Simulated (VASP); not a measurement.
# WS₂: convergence, optical spectrum of independent particles

WS₂, P6_3/mmc (no. 194), 6 atoms in the cell. PBE, independent-particle dielectric function; PAW potentials W_sv_GW, S_GW (PBE set). VASP 6.6.1.

Wanted: ε at zero frequency, electronic within 1 %; spectrum (imaginary part of ε) within 10 %.

POSCAR:
```
WS2
1.0
    3.1800000000      0.0000000000      0.0000000000
   -1.5900000000      2.7539607840      0.0000000000
    0.0000000000      0.0000000000     12.5000000000
W S
2 4
Direct
    0.6666666667      0.3333333333      0.7500000000
    0.3333333333      0.6666666667      0.2500000000
    0.6666666667      0.3333333333      0.3750000000
    0.3333333333      0.6666666667      0.8750000000
    0.6666666667      0.3333333333      0.1250000000
    0.3333333333      0.6666666667      0.6250000000
```

The series start from Bands in all (NBANDS): 56; Plane-wave cutoff (eV): 310; Energy points: 2000; k mesh: 10 × 10 × 3; Precision mode: Accurate; Electronic algorithm: Normal. Each series keeps the choices made before it, and each single choice may use up half of a tolerance. Times cover all steps of a run.

## Bands in all (NBANDS)

| Bands in all (NBANDS) | ε at zero frequency, electronic | Spectrum (imaginary part of ε), largest deviation against the largest value | Time (s) |
|---|---|---|---|
| 35 | 11.06 | 28 % | 17 |
| 44 | 12.18 | 1.5 % | 18 |
| 56 | 12.41 | 0.95 % | 19 |
| 74 | 12.44 | 1 % | 21 |
| 98 | 12.46 | 1.2 % | 23 |
| 146 (reference) | 12.47 | 0 % | 29 |

Chosen: 74, the loosest value from which every tighter one stays within half of the tolerance.

## Plane-wave cutoff (eV)

| Plane-wave cutoff (eV) | ε at zero frequency, electronic | Spectrum (imaginary part of ε), largest deviation against the largest value | Time (s) |
|---|---|---|---|
| 170 | 12.05 | 15 % | 11 |
| 210 | 12.38 | 4.9 % | 14 |
| 260 | 12.39 | 1.8 % | 20 |
| 310 | 12.44 | 0.57 % | 21 |
| 380 (reference) | 12.46 | 0 % | 22 |

Chosen: 310.

## Energy points

| Energy points | ε at zero frequency, electronic | Spectrum (imaginary part of ε), largest deviation against the largest value | Time (s) |
|---|---|---|---|
| default | 12.45 | 31 % | 20 |
| 1500 | 12.45 | 1.4 % | 20 |
| 2000 | 12.44 | 0.28 % | 21 |
| 4000 (reference) | 12.44 | 0 % | 20 |

Chosen: 1500.

## k mesh

| k mesh | ε at zero frequency, electronic | Spectrum (imaginary part of ε), largest deviation against the largest value | Time (s) |
|---|---|---|---|
| 4 × 4 × 1 | 11.23 | 50 % | 14 |
| 6 × 6 × 2 | 13.13 | 58 % | 16 |
| 7 × 7 × 2 | 12.26 | 33 % | 17 |
| 10 × 10 × 3 | 12.45 | 17 % | 20 |
| 13 × 13 × 3 | 12.49 | 12 % | 26 |
| 16 × 16 × 4 | 12.5 | 6.4 % | 39 |
| 20 × 20 × 5 (reference) | 12.5 | 0 % | 50 |

Chosen: 20 × 20 × 5; the next looser run is off by more than half of the tolerance, so convergence isn't shown beyond this value.

## Precision mode

| Precision mode | ε at zero frequency, electronic | Spectrum (imaginary part of ε), largest deviation against the largest value | Time (s) |
|---|---|---|---|
| Accurate | 12.5 | 0 % | 50 |
| Normal | 12.5 | 0.034 % | 37 |
| Single | 12.5 | 0.021 % | 49 |

Chosen: Accurate; no other choice that stays within half of the tolerance saves 30 % of the time.

## Electronic algorithm

| Electronic algorithm | ε at zero frequency, electronic | Spectrum (imaginary part of ε), largest deviation against the largest value | Time (s) |
|---|---|---|---|
| Normal | 12.5 | 0 % | 50 |
| Fast | 12.5 | 0.33 % | 51 |

Chosen: Normal.

## All choices together

| Input | ε at zero frequency, electronic | Spectrum (imaginary part of ε), largest deviation against the largest value | Time (s) |
|---|---|---|---|
| all settings of the optics step left to the defaults, ground-state mesh (naive) | 8.906 | 47 % | 16 |
| chosen settings | 12.5 | 1.1 % | 50 |
| reference settings throughout | 12.55 | 0 % | 109 |

The chosen settings stay within the tolerance of the reference run, but the reference itself isn't shown to be converged in: k mesh.

## The input

INCAR.step1:
```
EDIFF = 1E-7
ENCUT = 310
GGA = PE
ISMEAR = 0
KPAR = 4
LASPH = True
LCHARG = True
LWAVE = False
PREC = Accurate
SIGMA = 0.02
```

INCAR.step2:
```
ALGO = Normal
CSHIFT = 0.1
EDIFF = 1E-6
ENCUT = 310
GGA = PE
ICHARG = 11
ISMEAR = 0
KPAR = 4
LASPH = True
LCHARG = False
LOPTICS = True
LWAVE = False
NBANDS = 74
NEDOS = 1500
PREC = Accurate
SIGMA = 0.05
```

KPOINTS.step1:
```
k-points
0
Gamma
  10 10 3
```

KPOINTS.step2:
```
Automatic mesh
0
Gamma
  20 20 5
  0 0 0
```

Commands (each step's output is kept before the next begins):
```
cat potpaw_PBE.64/W_sv_GW/POTCAR potpaw_PBE.64/S_GW/POTCAR > POTCAR
cp INCAR.step1 INCAR
cp KPOINTS.step1 KPOINTS
mpirun -np 4 vasp_std > vasp.out
cp INCAR.step2 INCAR
cp KPOINTS.step2 KPOINTS
mpirun -np 4 vasp_std > vasp.out
```

Limits: Spin-orbit coupling is left out, which can matter with atoms this heavy; the pull between electron and hole is left out; the onset follows the functional's gap, which semilocal functionals usually make too small; ε is the mean of a tensor that differs by direction.

The chosen input took VASP 6.6.1 50 s on 4 cores (AMD EPYC 9R45 (Zen 5)), a shared host.

## An input that fails: one empty band

It runs to its end, but against the unchanged starting input it is off by 70 % in the ε at zero frequency, electronic, 80 % in the spectrum (imaginary part of ε).

Changes against the starting input:
```
(step 2)
- NBANDS = 56
+ NBANDS = 27
```
